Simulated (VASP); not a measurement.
These are vdW-DF-cx, VASP's PBE PAW potentials (set 64) (plane waves; VASP) values and carry that method's errors.

A VASP calculation is set up with these files.

**KPOINTS**
```
Automatic mesh
0
Gamma
8 8 8
0 0 0
```

INCAR:
```
SYSTEM = Li2O
PREC = Accurate
ENCUT = 520
EDIFF = 1E-7
NELM = 100
ALGO = Normal
LREAL = .FALSE.
LASPH = .TRUE.
ISMEAR = 0
SIGMA = 0.05
GGA = CX
LUSE_VDW = .TRUE.
AGGAC = 0.0
LWAVE = .FALSE.
LCHARG = .FALSE.
ISIF = 2
```

File POSCAR:
```
Li2O
1
    0.0000000000     2.3185295981     2.3185295981
    2.3185295981     0.0000000000     2.3185295981
    2.3185295981     2.3185295981     0.0000000000
Li O
2 1
Direct
  0.2500000000   0.2500000000   0.2500000000
  0.7500000000   0.7500000000   0.7500000000
  0.0000000000   0.0000000000   0.0000000000
```

POTCAR, in this order: Li_sv O (PBE.64 set). Program: vasp_std.

What VASP printed:

### OSZICAR
```
       N       E                     dE             d eps       ncg     rms          rms(c)
DAV:   1     0.445384771597E+02    0.44538E+02   -0.63286E+03   580   0.128E+03
DAV:   2    -0.762313972993E+01   -0.52162E+02   -0.49143E+02   652   0.237E+02
DAV:   3    -0.126930435325E+02   -0.50699E+01   -0.50495E+01  1088   0.619E+01
DAV:   4    -0.127382128911E+02   -0.45169E-01   -0.45141E-01   778   0.716E+00
DAV:   5    -0.127384367980E+02   -0.22391E-03   -0.22385E-03   868   0.385E-01    0.737E+00
DAV:   6    -0.110088760988E+02    0.17296E+01   -0.94693E+00   582   0.194E+01    0.289E+00
DAV:   7    -0.109668027405E+02    0.42073E-01   -0.21337E-01   668   0.396E+00    0.148E+00
DAV:   8    -0.109567471435E+02    0.10056E-01   -0.61535E-02   668   0.320E+00    0.342E-01
DAV:   9    -0.109558209387E+02    0.92620E-03   -0.61278E-03   752   0.758E-01    0.111E-01
DAV:  10    -0.109563581788E+02   -0.53724E-03   -0.10358E-03   628   0.281E-01    0.769E-02
DAV:  11    -0.109563046017E+02    0.53577E-04   -0.10918E-04   728   0.119E-01    0.130E-02
DAV:  12    -0.109563054368E+02   -0.83517E-06   -0.58955E-06   710   0.230E-02    0.309E-03
DAV:  13    -0.109563055067E+02   -0.69900E-07   -0.12651E-06   680   0.981E-03    0.635E-04
DAV:  14    -0.109563054752E+02    0.31506E-07   -0.28469E-08   472   0.198E-03
   1 F= -.10956305E+02 E0= -.10956305E+02  d E =-.164960E-24
```

### OUTCAR
```
------------------------ aborting loop because EDIFF is reached ----------------------------------------
  FORCE on cell =-STRESS in cart. coord.  units (eV):
  Direction    XX          YY          ZZ          XY          YZ          ZX
  --------------------------------------------------------------------------------------
  Total        0.0267703      0.0267703      0.0267703     -0.0000000     -0.0000000      0.0000000
  in kB        1.7206638      1.7206638      1.7206638     -0.0000000     -0.0000000      0.0000000
  external PRESSURE =       1.7206638 kB  Pullay stress =       0.0000000 kB
  volume of cell :       24.93
      direct lattice vectors                 reciprocal lattice vectors
     0.000000000  2.318529598  2.318529598    -0.215653922  0.215653922  0.215653922
     2.318529598  0.000000000  2.318529598     0.215653922 -0.215653922  0.215653922
     2.318529598  2.318529598  0.000000000     0.215653922  0.215653922 -0.215653922
 POSITION                                       TOTAL-FORCE (eV/Angst)
 -----------------------------------------------------------------------------------
      1.15926      1.15926      1.15926         0.000000      0.000000      0.000000
      3.47779      3.47779      3.47779        -0.000000     -0.000000     -0.000000
      0.00000      0.00000      0.00000        -0.000000     -0.000000     -0.000000
 -----------------------------------------------------------------------------------
    total drift:                               -0.000000      0.000000      0.000000
  FREE ENERGIE OF THE ION-ELECTRON SYSTEM (eV)
  ---------------------------------------------------
  free  energy   TOTEN  =       -10.9563054752 eV

  energy  without entropy=      -10.9563054752  energy(sigma->0) =      -10.95630548
```
(Selected blocks of OUTCAR.)

The compound is Li2O in the antifluorite structure. It was relaxed first.
